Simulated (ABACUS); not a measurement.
# In (Im-3m) in ABACUS: equation of state

How stiff is In in PBE, and what volume does it want? The cell is scaled to several volumes.

Everything below comes from runs of ABACUS 3.10.1. Logs are shortened: lines on timing, memory, paths and dates and some standing lists are left out, and cuts for length are marked.

## 1. The crystal as given

Symmetry: Im-3m, No. 229, cubic system. The conventional cell has a = 3.765 Å, b = 3.765 Å, c = 3.765 Å, α = 90.00°, β = 90.00°, γ = 90.00°. In (site symmetry m-3m) has 8 In at 3.26 Å as nearest neighbours.

This isn't the form of In at room conditions, which is tetragonal.

## 2. Equation of state, PBE, 25.08 Å³/atom (volume scaled by 0.94)

INPUT reads:

```
INPUT_PARAMETERS
suffix              In
calculation         scf
basis_type          pw
pseudo_dir          ./
symmetry            1
dft_functional      pbe
ecutwfc             71
pseudo_rcut         10
nspin               1
nbands              11
ks_solver           dav
smearing_method     fd
smearing_sigma      0.00367493
scf_thr             1e-08
scf_nmax            100
mixing_type         broyden
mixing_beta         0.7
cal_force           1
cal_stress          1
kpar                4
```

STRU reads:

```
ATOMIC_SPECIES
In 114.8180 In.upf

LATTICE_CONSTANT
1.8897261246

LATTICE_VECTORS
-1.8440955744 1.8440955744 1.8440955744
1.8440955744 -1.8440955744 1.8440955744
1.8440955744 1.8440955744 -1.8440955744

ATOMIC_POSITIONS
Direct

In
0.0
1
0.0000000000 0.0000000000 0.0000000000 1 1 1
```

KPT reads:

```
K_POINTS
0
Gamma
10 10 10 0 0 0
```

Potentials or basis: PseudoDojo NC SR 0.4.1 PBE standard, plane waves.

Command:

```sh
$ OMP_NUM_THREADS=1 mpirun -np 4 abacus > log
```

running log:

```text
ABACUS v3.10.1

               Atomic-orbital Based Ab-initio Computation at UStc

 ------------------------------------------------------------------------------------

 READING GENERAL INFORMATION
                           global_out_dir = OUT.In/
                           global_in_card = INPUT
                               pseudo_dir = ./
                              orbital_dir =
                                    DSIZE = 4
                                    GSIZE = 1

 READING UNITCELL INFORMATION
                                    ntype = 1
                  lattice constant (Bohr) = 1.88973
              lattice constant (Angstrom) = 1

 READING ATOM TYPE 1
                               atom label = In
                      L=0, number of zeta = 1
                      L=1, number of zeta = 1
                      L=2, number of zeta = 1
             number of atom for this type = 1

                        TOTAL ATOM NUMBER = 1
DIRECT COORDINATES
    atom                   x                   y                   z     mag                  vx                  vy                  vz
taud_In1            0.0000000000        0.0000000000        0.0000000000  0.0000        0.0000000000        0.0000000000        0.0000000000

                          Volume (Bohr^3) = 169.28
                             Volume (A^3) = 25.0847

 Lattice vectors: (Cartesian coordinate: in unit of a_0)
              -1.8441             +1.8441             +1.8441
              +1.8441             -1.8441             +1.8441
              +1.8441             +1.8441             -1.8441
 Reciprocal vectors: (Cartesian coordinate: in unit of 2 pi/a_0)
                   +0           +0.271136           +0.271136
            +0.271136                  +0           +0.271136
            +0.271136           +0.271136                  +0
 The esolver type has been set to : ksdft_pw

                PAO radial cut off (Bohr) = 10

 Read in pseudopotential file is In.upf
                     pseudopotential type = NC
          exchange-correlation functional = PBE
                 nonlocal core correction = 1
                        valence electrons = 13
                                     lmax = 2
                           number of zeta = 3
                     number of projectors = 6
                           L of projector = 0
                           L of projector = 0
                           L of projector = 1
                           L of projector = 1
                           L of projector = 2
                           L of projector = 2
     initial pseudo atomic orbital number = 9

 SETUP THE ELECTRONS NUMBER
            electron number of element In = 13
      total electron number of element In = 13
            AUTOSET number of electrons:  = 13
                           occupied bands = 7
                                   NBANDS = 11
                                   NLOCAL = 9

%%%%%%%%%%%%%%%%%%%%%%%%%%%%%%%%%%%%%%%%%%%%%%%%%%%%%%%%%%%%%%%%%%%%%%%%%%%%%%%%%%%%%%%%%%%%%%%%%%%%%%%%%%
 Warning: the number of valence electrons in pseudopotential > 3 for In: [Kr] 4d10 5s2 5p1
 Pseudopotentials with additional electrons can yield (more) accurate outcomes, but may be less efficient.
 If you're confident that your chosen pseudopotential is appropriate, you can safely ignore this warning.
%%%%%%%%%%%%%%%%%%%%%%%%%%%%%%%%%%%%%%%%%%%%%%%%%%%%%%%%%%%%%%%%%%%%%%%%%%%%%%%%%%%%%%%%%%%%%%%%%%%%%%%%%%

 SETUP THE PLANE WAVE BASIS
 energy cutoff for charge/potential (unit:Ry) = 284
            fft grid for charge/potential = [ 36, 36, 36 ]
                        fft grid division = [ 1, 1, 1 ]
        big fft grid for charge/potential = [ 36, 36, 36 ]
                                     nbxx = 46656
                                     nrxx = 46656

 SETUP PLANE WAVES FOR CHARGE/POTENTIAL
                    number of plane waves = 13571
                         number of sticks = 773

 PARALLEL PW FOR CHARGE/POTENTIAL
     PROC   COLUMNS(POT)             PW
        1            773          13571
 --------------- sum -------------------
        1            773          13571
                            number of |g| = 162
                                  max |g| = 25.436
                                  min |g| = 0

----------- Double Check Mixing Parameters Begin ------------
mixing_type: broyden
mixing_beta: 0.7
mixing_gg0: 1
mixing_gg0_min: 0.1
mixing_ndim: 8
----------- Double Check Mixing Parameters End ------------

 LATTICE VECTORS: (CARTESIAN COORDINATE: IN UNIT OF A0)
              -1.8441             +1.8441             +1.8441
              +1.8441             -1.8441             +1.8441
              +1.8441             +1.8441             -1.8441
                       right hand lattice = 1
                                   NORM_A = 3.19407
                                   NORM_B = 3.19407
                                   NORM_C = 3.19407
                           ALPHA (DEGREE) = 109.471
                           BETA  (DEGREE) = 109.471
                           GAMMA (DEGREE) = 109.471

 The lattice vectors have been changed (STRU_SIMPLE.cif)

(for optimal symmetric configuration:)
                             BRAVAIS TYPE = 2
                     BRAVAIS LATTICE NAME = 02. Cubic I (body-centered)
                                    ibrav = 2
                                    IBRAV = 2
                                  BRAVAIS = BODY CENTERED CUBIC
                       LATTICE CONSTANT A = 3.68819
Original cell was already a primitive cell.
                        ROTATION MATRICES = 48
              PURE POINT GROUP OPERATIONS = 48
                   SPACE GROUP OPERATIONS = 48
                              POINT GROUP = O_h
               POINT GROUP IN SPACE GROUP = O_h

 SETUP K-POINTS
                                    nspin = 1
                   Input type of k points = Monkhorst-Pack(Gamma)
                                   nkstot = 1000
                       right hand lattice = 1
(for reciprocal lattice: )
                             BRAVAIS TYPE = 3
                     BRAVAIS LATTICE NAME = 03. Cubic F (face-centered)
                                    ibrav = 3
                       right hand lattice = 1
(for k-lattice: )
                             BRAVAIS TYPE = 3
                     BRAVAIS LATTICE NAME = 03. Cubic F (face-centered)
                                    ibrav = 3
                       right hand lattice = 1
                        ROTATION MATRICES = 48
                               nkstot_ibz = 47
K-POINTS REDUCTION ACCORDING TO SYMMETRY
     IBZ    DIRECT_X    DIRECT_Y    DIRECT_Z  WEIGHT  ibz2bz
       1  0.00000000  0.00000000  0.00000000  0.0010       0
       2 -0.10000000  0.10000000  0.00000000  0.0120       1
       3 -0.20000000  0.20000000  0.00000000  0.0120       2
       4 -0.30000000  0.30000000  0.00000000  0.0120       3
       5 -0.40000000  0.40000000  0.00000000  0.0120       4
       6  0.50000000  0.50000000  0.00000000  0.0060       5
[... 22 lines left out ...]
      29  0.50000000  0.40000000  0.20000000  0.0480     156
      30  0.50000000  0.30000000  0.30000000  0.0240     157
[... 17 further k points ...]

                               nkstot now = 47
[... K-POINTS DIRECT COORDINATES: 47 rows ...]

           k-point number in this process = 12
       minimum distributed K point number = 11
[... stars of the k points ...]

[... K-POINTS CARTESIAN COORDINATES: 12 rows ...]

[... K-POINTS DIRECT COORDINATES: 12 rows ...]

 SETUP PLANE WAVES FOR WAVE FUNCTIONS
     energy cutoff for wavefunc (unit:Ry) = 71
              fft grid for wave functions = [ 36, 36, 36 ]
                    number of plane waves = 2491
                         number of sticks = 249

 PARALLEL PW FOR WAVE FUNCTIONS
     PROC   COLUMNS(POT)             PW
        1            249           2491
 --------------- sum -------------------
        1            249           2491

 SETUP NONLOCAL PSEUDOPOTENTIALS IN PLANE WAVE BASIS
 In non-local projectors:
 projector 1 L=0
 projector 2 L=0
 projector 3 L=1
 projector 4 L=1
 projector 5 L=2
 projector 6 L=2
      TOTAL NUMBER OF NONLOCAL PROJECTORS = 18

 Init Non-Local PseudoPotential table :
 Init Non-Local-Pseudopotential done.

                                     npwx = 1721

 Make real space PAO into reciprocal space.
       max mesh points in Pseudopotential = 1001
     dq(describe PAO in reciprocal space) = 0.01
                                    max q = 1015

 number of pseudo atomic orbitals for In is 3
WARNING: norm of atomic wavefunction # 2 of atomic type In is 0.999992, renormalized
WARNING: norm of atomic wavefunction # 3 of atomic type In is 0.998067, renormalized

 -------------------------------------------
 SELF-CONSISTENT
 -------------------------------------------
                                 init_chg = atomic

 PW ALGORITHM --------------- ION=   1  ELEC=   1--------------------------------
 Notice: Threshold on eigenvalues was too large.
 hsover_error=0.13 > DRHO=0.00653292
 Origin diag ethr = 0.01
 New diag ethr = 5.02533e-05

 Density error is 0.00671654154602
                          Error Threshold = 5.02532505668e-05
----------------------------------------------------------
     Energy           Rydberg                 eV
----------------------------------------------------------
 E_KohnSham     -132.9007051259      -1808.2068579297
 E_Harris       -133.5500794006      -1817.0420482009
 E_Fermi        0.8232747080         11.2012270474
----------------------------------------------------------
[... 63 lines left out ...]
 Density error is 1.07129490845e-09
                          Error Threshold = 8.39414844039e-11
----------------------------------------------------------
     Energy           Rydberg                 eV
----------------------------------------------------------
 E_KohnSham     -132.9021760339      -1808.2268706607
 E_KS(sigma->0) -132.9020060354      -1808.2245577116
 E_Harris       -132.9020520962      -1808.2251844017
 E_band         -0.9362552536        -12.7384062312
 E_one_elec     -31.3596275028       -426.6696211951
 E_Hartree      26.7958517453        364.5762664987
 E_xc           -40.0942338081       -545.5100367347
 E_Ewald        -88.2438264712       -1200.6188533316
 E_entropy(-TS) -0.0003399971        -0.0046258981
 E_descf        0.0000000000         0.0000000000
 E_exx          0.0000000000         0.0000000000
 E_Fermi        0.8158365335         11.1000254917
----------------------------------------------------------

 charge density convergence is achieved
 final etot is -1808.2268707 eV
 EFERMI = 11.100025492 eV

 STATE ENERGY(eV) AND OCCUPATIONS    NSPIN == 1
 1/12 kpoint (Cartesian) = 0.0000 0.0000 0.0000 (1721 pws)
       1       -3.61254     0.00200000
       2       -3.61254     0.00200000
       3       -3.61254     0.00200000
       4       -3.30485     0.00200000
       5       -3.30485     0.00200000
       6        1.31824     0.00200000
       7        22.7297        0.00000
       8        22.7297        0.00000
       9        22.7297        0.00000
      10        24.5626        0.00000
      11        24.5626        0.00000
[... 53 lines left out ...]
 6/12 kpoint (Cartesian) = 0.13557 0.13557 0.27114 (1694 pws)
       1       -3.73874      0.0120000
       2       -3.66576      0.0120000
       3       -3.32140      0.0120000
       4       -3.30607      0.0120000
       5       -3.11149      0.0120000
       6        7.23168      0.0120000
       7        7.78769      0.0120000
       8        17.3030    1.58629e-56
       9        18.7074    1.00521e-68
      10        21.4969        0.00000
      11        21.6694        0.00000

[... levels at 6 further k points ...]

------------------------------------------------------------------------------------------
 TOTAL-FORCE (eV/Angstrom)
------------------------------------------------------------------------------------------
                       In1         0.0000000000         0.0000000000         0.0000000000
------------------------------------------------------------------------------------------

----------------------------------------------------------------
 TOTAL-STRESS (KBAR)
----------------------------------------------------------------
        43.9360561496         0.0000000000         0.0000000000
         0.0000000000        43.9360561496        -0.0000000000
        -0.0000000000        -0.0000000000        43.9360561496
----------------------------------------------------------------
 TOTAL-PRESSURE: 43.936056 KBAR

 --------------------------------------------
 !FINAL_ETOT_IS -1808.2268706606757860 eV
 --------------------------------------------
```

It took 3.7 s on 4 MPI ranks of Intel Xeon 6975P-C (Granite Rapids), shared host; peak memory 0.24 GiB.

Results:

```yaml
Free_energy: -1808.2269 eV
Pressure: 4.4 GPa
Band_gap_on_the_k_mesh: none (metal or under the smearing width)
```

[end of part 1 of 2]
